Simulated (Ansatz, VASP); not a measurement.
# WS2: VASP beside Ansatz

Wanted: the spread between two codes on one cell, functional and k mesh. The structure shown is the start of the Ansatz relaxation below; VASP solves that cell, so the two are compared at the walk's first step.

Main program and level: Ansatz 0.2.0; plane waves, with VASP 6.6.1 beside it; single point at PBE.

## (1) Starting point

The cell holds 3 atoms: 1 W and 2 S. Cell: a = 3.234 Å, b = 3.234 Å, c = 30.036 Å, α = 90.0°, β = 90.0°, γ = 60.0°. Vacuum lies along c. The height across the vacuum is the one that the program set for its solve, not the one typed.

## (2) Ansatz: relaxation, PBE

Ansatz runs on its default PAW (the set named soft_2) files.

The two programs are compared at the cell with which this relaxation starts, whose forces are those of its first step.

Input file input.yaml:

```yaml
crystal:
  lattice:
    - [3.23372308, 0.0, 0.0]
    - [1.61686154, 2.80048634, 0.0]
    - [0.0, 0.0, 19.05749833]
  atoms:
    - { symbol: W, position: [0.33333333, 0.33333333, 0.5] }
    - { symbol: S, position: [0.0, 0.0, 0.41819555] }
    - { symbol: S, position: [0.66666667, 0.66666667, 0.58180445] }
  periodic: [true, true, false]
kpoints:
  mp_grid: { grid: [9, 9, 1] }
scf:
  occupations: { method: fermi_dirac, width: 0.05 }
hamiltonian:
  xc: pbe
  pseudopotentials: { kind: paw }
output:
  forces: true
  stress: true
relax:
  f_tol: 0.02
  max_steps: 50
  cell: {}
```

Started as:

```sh
> ansatz run input.yaml --threads 4 --pin off --max-ram 8192MiB --backend cpu --events-out ev --progress --plain --runs-dir out
```

Numbers of over 12 decimals in the logs are rounded to 6 here.

What it wrote:

```text
Warning: crystal.periodic: the lattice vector that does not repeat stood 0.000° off the slab's normal, 19.057 Å along it as the deck builds it. The run solves the slab on a vector along the normal, 30.036 Å long, with every atom where it was (on the deck's vector they left 15.94 Å outside them, and the widest stretch free of ions among them is 1.56 Å). A fractional position that the run reports is one of the run's ce [...]
crystal.periodic: the lattice vector that does not repeat stood 0.000° off the slab's normal, 19.057 Å along it as the deck builds it. The run solves the slab on a vector along the normal, 30.036 Å long, with every atom where it was (on the deck's vector they left 15.94 Å outside them, and the widest stretch free of ions among them is 1.56 Å). A fractional position that the run reports is one of the run's cell, which [...]
Engine: ansatz 0.2.0, aarch64-unknown-linux-gnu
Pseudopotentials: kind: paw
Pseudopotential: W, paw, valence charge 14, recommended cutoff 420 eV (normal), W.paw.azcp
Pseudopotential: S, paw, valence charge 6, recommended cutoff 420 eV (normal), S.paw.azcp
Functional definition: PBE
  parameter kappa = 0.804
  parameter beta = 0.066725
  exchange = pbe_x(kappa = kappa, mu = beta*pi^2/3)
  correlation = pbe_c(beta = beta)
Crystal: 3 atoms, lattice volume = 272.006 Å³
Basis set: ecut = 420 eV, 5429 PW (Γ), exchange–correlation on 48×48×432 points (8 copies of the dense FFT grid, shifted against one another)
Bands: 17, of which v1, the nominal top of the filled ones, is band 13 counted from 1 (12 counted from 0)
Symmetry: 12 space group operations
Space group: P-3m1 (ITA 164), of the structure as read, at distance tolerance 6.5e-5 Å
k-points: 12 of 81
Non-local potential: W, projectors of the file, l = 0: 3, l = 1: 2, l = 2: 2, l = 3: 1
Non-local potential: S, projectors of the file, l = 0: 2, l = 1: 2, l = 2: 2
PAW form: soft (Blöchl's): semilocal exchange-correlation on the pseudo side does not see the compensation charge
PAW one-centre angular grid: W, 590 points (default); XC on 64 Gauss nodes
PAW one-centre angular grid: S, 110 points (default); XC on 64 Gauss nodes
Initial density: superposition of atomic densities (neutral atoms: chi_scale 0, normalization atom), corrected by the library's trained network
Initial wavefunctions: pseudopotential atomic-orbital guess
Functional: x = pbe(κ = 0.804, μ = 0.219515), c = pbe(β = 0.066725)
SCF iter   1: F=—  HF=-12190.542188 eV  |F-HF|=—  |Δ(HF+E_count)|=         —  Δρ=2.17e-3  dr2=8.71e-3  ethr=1.77e-3  ⟨swp⟩=14.1  Hψ=1955  notcnv=0
preconditioner: auto → LDOS  [insulator: Δε(μ)=0.298 eV  Ē_g=8.389 eV  σ=0.050 eV  W_gap=0.90  n_scr=16 (ndim 8)  ℏωp=9.6 eV  f_vac=0.767  D(μ)=0.58/eV (n_scr^D=4)  ε∞_Penn≈2.3  β→1.0]
SCF iter   2: F=—  HF=-12190.544549 eV  |F-HF|=—  |Δ(HF+E_count)|=   2.36e-3  Δρ=9.31e-4  dr2=4.37e-3  ethr=3.35e-5  ⟨swp⟩=3.4  Hψ=673  notcnv=0
SCF iter   3: F=—  HF=-12190.543502 eV  |F-HF|=—  |Δ(HF+E_count)|=   1.05e-3  Δρ=2.94e-4  dr2=1.09e-3  ethr=1.68e-5  ⟨swp⟩=3.5  Hψ=448  notcnv=0
SCF iter   4: F=—  HF=-12190.543371 eV  |F-HF|=—  |Δ(HF+E_count)|=   1.31e-4  Δρ=8.30e-5  dr2=2.06e-5  ethr=4.19e-6  ⟨swp⟩=2.6  Hψ=324  notcnv=0
SCF iter   5: F=—  HF=-12190.543336 eV  |F-HF|=—  |Δ(HF+E_count)|=   3.45e-5  Δρ=2.05e-5  dr2=1.13e-6  ethr=7.91e-8  ⟨swp⟩=3.7  Hψ=500  notcnv=0
SCF iter   6: F=-12190.543337 eV  HF=-12190.543337 eV  |F-HF|=1.14e-7  |Δ(HF+E_count)|=   5.77e-7  Δρ=4.75e-6  dr2=4.84e-8  ethr=3.85e-10  ⟨swp⟩=6.6  Hψ=1389  notcnv=0
SCF 1 converged in 6 iterations: F = -12190.543337 eV  dr2 = 4.84e-8
  greatest PAW one-centre occupation: 1.000 electrons in one spin orbital (limit 2), on the W atom at site 0 (counted from 0), in its partial waves of l = 0
relax step   1: F+E_penalty+E_count = -12190.54333714 eV  Δ(F+E_penalty+E_count) = +0.000e0 eV  max|allowed force component| = 1.006e-1 eV/Å  Δτ_max = 0.0000 Å  P = -0.605 N/m  Ω = 272.006 Å³  fix = [c, alpha, beta]  reactions: c -0.000 N/m  (6 SCF iters, dr2 threshold 1.00e-7 eV, accepted)
[...]
relax step   2: F+E_penalty+E_count = -12190.54878439 eV  Δ(F+E_penalty+E_count) = -5.447e-3 eV  max|allowed force component| = 4.408e-2 eV/Å  Δτ_max = 0.0236 Å  P = -0.223 N/m  Ω = 267.511 Å³  energy of the carried Pulay correction = +1.541e-4 eV  fix = [c, alpha, beta]  reactions: c -0.000 N/m  (5 SCF iters, dr2 threshold 3.00e-7 eV, accepted)
[...]
relax step   3: F+E_penalty+E_count = -12190.54896451 eV  Δ(F+E_penalty+E_count) = -1.801e-4 eV  max|allowed force component| = 2.991e-3 eV/Å  Δτ_max = 0.0012 Å  P = -0.012 N/m  Ω = 267.073 Å³  energy of the carried Pulay correction = +1.693e-4 eV  fix = [c, alpha, beta]  reactions: c -0.000 N/m  (4 SCF iters, dr2 threshold 1.21e-7 eV, accepted)
[...]
relax step   4: F+E_penalty+E_count = -12190.54880700 eV  Δ(F+E_penalty+E_count) = +1.575e-4 eV  max|allowed force component| = 2.900e-3 eV/Å  Δτ_max = 0.0000 Å  P = -0.012 N/m  Ω = 267.073 Å³  fix = [c, alpha, beta]  reactions: c -0.000 N/m  stress off target by 1.24e-2 N/m on what of the cell is left free  SCF on the basis re-selected at this cell (its energy is not comparable with the rows above)  (5 SCF iters)
basis re-selected at this cell: Δ(F+E_penalty+E_count) = +1.575e-4 eV, ΔP = -0.000 N/m vs the last step (what re-selecting the basis moved, of the pressure what is left beyond the Pulay correction that the steps carried, after the strain that the cell walked since its last selection, with what the two solves' SCF thresholds leave and, on support functions, any second-order correction that the steps lacked; it is no m [...]
SCF converged after 5 iterations
Free energy (F): -12190.548807 eV
Harris-Foulkes:  -12190.548807 eV  (|F-HF|=5.46e-12)
Internal energy: -12190.542162 eV  (E = F + TS)
E sigma→0 (E₀):  -12190.545485 eV
Entropy (-TS):   -0.006645 eV (-2.215 meV/atom)
Fermi energy:    -4.951772 eV
--- Per-component energies (eV) ---
  E_band       = -622.453290
  E_kinetic    = 664.241888
  E_local      = -43314.671896  (includes V_loc(G=0)·N_el)
  E_nonlocal   = 57.538463
  E_hartree    = 21259.485569
  E_xc         = -460.999321
  E_vxc        = -413.470843  (∫ρ·V_xc dr)
  E_paw        = -9763.089552  (= ΣΔE_a)
  E_vpaw       = -135.061687  (= ΣTr[D̂ρ^β])
  E_aug_tail   = -0.000058  (compensation charges beyond the density's cutoff)
  E_ewald      = 19366.952745
  E_smearing   = -0.006645  (= −TS)
  E_closure    = -0.000000  (closes the sum)
  Σ components = -12190.548807   (vs F -12190.548807, Δ=0.00e0)
--- Forces (eV/Å), atoms counted from 1 ---
  atom   1  W     -0.00000000     0.00000000     0.00000000
  atom   2  S     -0.00000000    -0.00000000     0.00290032
  atom   3  S     -0.00000000     0.00000000    -0.00290032
  max |Σ_I F_I| component: 9.25e-18 eV/Å
--- 2D stress c σ (N/m, compression-positive) ---
       -0.012413       0.000000      -0.000000
        0.000000      -0.012413       0.000000
       -0.000000       0.000000      -0.000000
  P = ½ c Tr σ = -0.0124 N/m
--- Relaxed structure (3 steps of the walk, 3 accepted, 1 SCFs on fresh bases) ---
  F+E_penalty+E_count = -12190.54880700 eV   max|allowed force component| = 2.900e-3 eV/Å   (the final SCF, on the basis selected at the relaxed cell)
  cell:  # Å, volume = 267.0735 Å³
    - [3.204272, 0.0, 0]
    - [1.602136, 2.774981, 0]
    - [0, 0, 30.035953]
  atoms:
    - { symbol: W, position: [0.333333, 0.333333, 0.317245] }
    - { symbol: S, position: [-8.85312106123695e-19, 0, 0.264597] }
    - { symbol: S, position: [0.666667, 0.666667, 0.369892] }
```

## (3) VASP: single point, PBE, start cell

The same cell, functional, mesh and smearing now go to VASP, with its own data sets.

Lines of VASP's logs that name or quote its potential files are left out, and so is its time.

Input file INCAR:

```
SYSTEM = WS2
PREC = Accurate
ENCUT = 520
EDIFF = 1E-06
NELM = 120
ISMEAR = -1
SIGMA = 0.05
LREAL = .FALSE.
ALGO = Normal
GGA = PE
NBANDS = 15
LASPH = .TRUE.
LORBIT = 11
LWAVE = .FALSE.
LCHARG = .FALSE.
ISIF = 2
LDIPOL = .TRUE.
IDIPOL = 3
DIPOL = 0.5 0.5 0.317
LVHAR = .TRUE.
GGA_COMPAT = .FALSE.
NELMDL = -8
```

Input file POSCAR:

```
WS2
1.0
    3.2337230000      0.0000000000      0.0000000000
    1.6168620000      2.8004860000      0.0000000000
    0.0000000000      0.0000000000     30.0359530000
W S
1 2
Direct
    0.3333334959      0.3333332143      0.3172447700
    0.0000000000      0.0000000000      0.2653407069
    0.6666665041      0.6666667857      0.3691488331
```

Input file KPOINTS:

```
Automatic mesh
0
Gamma
9 9 1
0 0 0
```

PAW data sets: W and S (PBE family, release 64).

Started as:

```sh
> mpirun -np 1 vasp_std
```

What it wrote:

```text
[banner, memory and clock lines left out]
running    1 mpi-ranks, on    1 nodes
 distrk:  each k-point on    1 cores,    1 groups
 distr:  one band on    1 cores,    1 groups

 POSCAR found type information on POSCAR W S
 POSCAR found :  2 types and       3 ions
 LDA part: xc-table for (Slater+PW92), standard interpolation
 POSCAR, INCAR and KPOINTS ok, starting setup
 FFT: planning ... GRIDC
 FFT: planning ... GRID_SOFT
 FFT: planning ... GRID
 WAVECAR not read
 entering main loop
       N       E                     dE             d eps       ncg     rms          rms(c)
DAV:   1     0.138944577902E+03    0.13894E+03   -0.57341E+03   360   0.849E+02
DAV:   2    -0.637067987688E+01   -0.14532E+03   -0.13646E+03   638   0.159E+02
DAV:   3    -0.240631825073E+02   -0.17693E+02   -0.17274E+02   493   0.698E+01
DAV:   4    -0.244514469443E+02   -0.38826E+00   -0.38498E+00   481   0.127E+01
DAV:   5    -0.244598654708E+02   -0.84185E-02   -0.84139E-02   514   0.186E+00
DAV:   6    -0.244602401950E+02   -0.37472E-03   -0.37471E-03   482   0.402E-01
DAV:   7    -0.244602574255E+02   -0.17230E-04   -0.17228E-04   522   0.810E-02
DAV:   8    -0.244602582252E+02   -0.79963E-06   -0.79978E-06   457   0.177E-02    0.255E+01
DAV:   9    -0.231055925727E+02    0.13547E+01   -0.45761E+00   547   0.152E+01    0.114E+01
DAV:  10    -0.229831333538E+02    0.12246E+00   -0.18526E+00   453   0.107E+01    0.652E+00
DAV:  11    -0.228277206416E+02    0.15541E+00   -0.27888E-01   451   0.444E+00    0.930E-01
DAV:  12    -0.228280149734E+02   -0.29433E-03   -0.46447E-02   500   0.143E+00    0.410E-01
DAV:  13    -0.228261211134E+02    0.18939E-02   -0.60119E-03   500   0.574E-01    0.181E-01
DAV:  14    -0.228259259332E+02    0.19518E-03   -0.75580E-04   479   0.210E-01    0.702E-02
[...]
DAV:  19    -0.228260201895E+02   -0.63758E-04   -0.10510E-05   444   0.141E-02    0.606E-03
DAV:  20    -0.228260398045E+02   -0.19615E-04   -0.71997E-07   392   0.623E-03    0.309E-03
DAV:  21    -0.228260642179E+02   -0.24413E-04   -0.98888E-07   359   0.368E-03    0.114E-03
DAV:  22    -0.228260703213E+02   -0.61034E-05   -0.31049E-07   377   0.179E-03    0.451E-04
DAV:  23    -0.228260767485E+02   -0.64272E-05   -0.19144E-07   376   0.137E-03    0.477E-04
DAV:  24    -0.228260800034E+02   -0.32549E-05   -0.11291E-07   376   0.961E-04    0.167E-04
DAV:  25    -0.228260812834E+02   -0.12800E-05   -0.24081E-08   383   0.526E-04    0.176E-04
DAV:  26    -0.228260821082E+02   -0.82482E-06   -0.16320E-08   348   0.390E-04
   1 F= -.22826082E+02 E0= -.22822956E+02  d E =-.625195E-02
```

From OUTCAR (step 3):

```text
ion  position               nearest neighbor table
   1  0.333  0.333  0.317-   3 2.43   2 2.43   3 2.43   2 2.43   2 2.43   3 2.43
   2  0.000  0.000  0.265-   1 2.43   1 2.43   1 2.43
   3  0.667  0.667  0.369-   1 2.43   1 2.43   1 2.43

  LATTYP: Found a hexagonal cell.
 ALAT       =     3.2337230189
 C/A-ratio  =     9.2883505557

 Subroutine GETGRP returns: Found 12 space group operations
 (whereof  6 operations were pure point group operations)

The static configuration has the point symmetry C_3v.
 The point group associated with its full space group is D_3d.

 Found     12 irreducible k-points:

   k-points           NKPTS =     12   k-points in BZ     NKDIM =     12   number of bands    NBANDS=     15

   dimension x,y,z NGX =    24 NGY =   24 NGZ =  224
   dimension x,y,z NGXF=    48 NGYF=   48 NGZF=  448

   ENCUT  =  520.0 eV  38.22 Ry    6.18 a.u.   6.01  6.01 55.85*2*pi/ulx,y,z

   NELECT =      18.0000    total number of electrons

 k-points in reciprocal lattice and weights: Automatic mesh
   0.00000000  0.00000000  0.00000000       0.012
   0.11111111  0.00000000  0.00000000       0.074
   0.22222222  0.00000000  0.00000000       0.074
   0.33333333  0.00000000  0.00000000       0.074
   0.44444444  0.00000000  0.00000000       0.074
   0.22222222  0.11111111  0.00000000       0.074
   0.33333333  0.11111111  0.00000000       0.148
   0.44444444  0.11111111  0.00000000       0.148
  -0.44444444  0.11111111  0.00000000       0.074
   0.44444444  0.22222222  0.00000000       0.074
  -0.44444444  0.22222222  0.00000000       0.148
  -0.33333333  0.33333333  0.00000000       0.025

 dipolmoment           0.000000      0.000000      0.000001 electrons x Angstroem

 average (electrostatic) potential at core
       1 -49.3481       2 -94.9275       3 -94.9275

 E-fermi :  -2.6671

 k-point     1 :       0.0000    0.0000    0.0000
  band No.  band energies     occupation
    ...
      7      -3.4781      2.00000
      8      -3.4781      2.00000
      9      -3.3660      2.00000
     10      -3.2527      1.99998
     11      -3.2527      1.99998
     12       0.7599      0.00000
     13       0.7599      0.00000
     14       1.6399      0.00000
     15       1.8208      0.00000

 k-point     2 :       0.1111    0.0000    0.0000
  band No.  band energies     occupation
    ...
      5      -6.7788      2.00000
      6      -5.3449      2.00000
      7      -4.8523      2.00000
      8      -4.2922      2.00000
      9      -3.5095      2.00000
     10      -2.5193      0.09886
     11      -2.4408      0.02139
     12       0.2317      0.00000
     13       0.6940      0.00000
     14       1.9655      0.00000
    ...

 k-point     3 :       0.2222    0.0000    0.0000
  band No.  band energies     occupation
    ...
      5      -6.8118      2.00000
      6      -6.6374      2.00000
      7      -5.0861      2.00000
      8      -4.8418      2.00000
      9      -3.9513      2.00000
     10      -2.0015      0.00000
     11      -1.8500      0.00000
     12       0.0619      0.00000
     13       0.7412      0.00000
     14       2.6964      0.00000
    ...

  Total       -0.6211324     -0.6211323      0.1085433     -0.0000001      0.0000000     -0.0000000
  in kB       -3.6586185     -3.6586178      0.6393459     -0.0000007      0.0000000     -0.0000000
  external PRESSURE =      -2.2259635 kB  Pullay stress =       0.0000000 kB

  energy-cutoff  :      520.00
  volume of cell :      272.01
      direct lattice vectors                 reciprocal lattice vectors
     3.233723000  0.000000000  0.000000000     0.309241082 -0.178540494  0.000000000
     1.616862000  2.800486000  0.000000000     0.000000000  0.357080878  0.000000000
     0.000000000  0.000000000 30.035953000     0.000000000  0.000000000  0.033293433

 POSITION                                       TOTAL-FORCE (eV/Angst)
 -----------------------------------------------------------------------------------
      1.61686      0.93349      9.52875         0.000000      0.000000     -0.000000
      0.00000      0.00000      7.96976        -0.000000     -0.000000     -0.043105
      3.23372      1.86699     11.08774         0.000000      0.000000      0.043105
 -----------------------------------------------------------------------------------
    total drift:                                0.000179     -0.000179     -0.000040

  FREE ENERGIE OF THE ION-ELECTRON SYSTEM (eV)
  ---------------------------------------------------
  free  energy   TOTEN  =       -22.8260821082 eV

  energy  without entropy=      -22.8198301586  energy(sigma->0) =      -22.82295613

 vacuum level on the upper side and lower side of the slab         2.255         2.255

 total charge
# of ion       s       p       d       tot
------------------------------------------
    1        0.561   0.676   4.137   5.373
    2        1.360   2.339   0.000   3.699
    3        1.360   2.339   0.000   3.699
--------------------------------------------------
tot          3.281   5.354   4.137  12.772

[... 3 further parts left out ...]
```

This run has no spin polarisation, so a moment on W, if there is one, isn't seen.

## (4) Comparison

Known differences besides the potentials themselves: Ansatz cuts the interaction across the vacuum, VASP repeats the sheet with a dipole correction; the data sets hold 26 valence electrons in Ansatz (on its default PAW (the set named soft_2) files) and 18 in VASP; the cutoff is 420 eV in Ansatz and 520 eV in VASP. Total energies have different zeros and are not compared.

Forces (eV/Å; atoms numbered as in POSCAR):

| atom | Ansatz x, y, z | VASP x, y, z |
| --- | --- | --- |
| W1 | 0.000, 0.000, 0.000 | 0.000, 0.000, 0.000 |
| S2 | 0.000, 0.000, -0.101 | 0.000, 0.000, -0.043 |
| S3 | 0.000, 0.000, 0.101 | 0.000, 0.000, 0.043 |

The forces differ by 27 meV/Å r.m.s., which is 133.3 % of the r.m.s. force of 0.020 eV/Å (both taken over all components). With vacuum in the cell, a pressure given here is an average over mostly empty space and none of the material.

## (5) What the set-up changes

Further runs change the set-up of one program: Ansatz's method, potentials or start, or VASP's data sets, cutoff or form of LDA. The table gives that difference for each run.

| run | r.m.s. force difference (meV/Å) |
| --- | --- |
| as above | 27 |
| VASP with the data sets W_sv and S and a cutoff of 400 eV | 1.3 |

## (6) Summary of results

| Quantity | Value |
| --- | --- |
| r.m.s. force difference (single point, PBE, start cell) | 27 meV/Å |

What this shows: The r.m.s. force difference is 27 meV/Å (single point, PBE, start cell), beyond the 12 meV/Å picked in this series as the mark of a large difference. The data sets hold unlike numbers of valence electrons (26 in Ansatz and 18 in VASP), so part of the differences comes from the potentials. Single point, PBE, start cell, VASP with the data sets W_sv and S and a cutoff of 400 eV: r.m.s. force difference goes from 27 to 1.3 meV/Å. 1 further run of this series is not shown here. How closely two codes agree says nothing of how well the functional describes the real material.

[Lines on the potential files, build, host, timing and source positions are cut from VASP's logs without a mark.]

[Logs are printed without paths, hosts, clocks, repeated set-up lines and the standing remarks that a program may print on its own settings, such as how far it seeks lower states.]

[Hosts, paths, dates, database ids (printed as entryN), source tags and the programs' standing remarks are cut or masked in the printed files.]

[Rows of further runs with another cutoff or data set may stand on the cell that Ansatz relaxed, not on the start cell of the pair above them.]
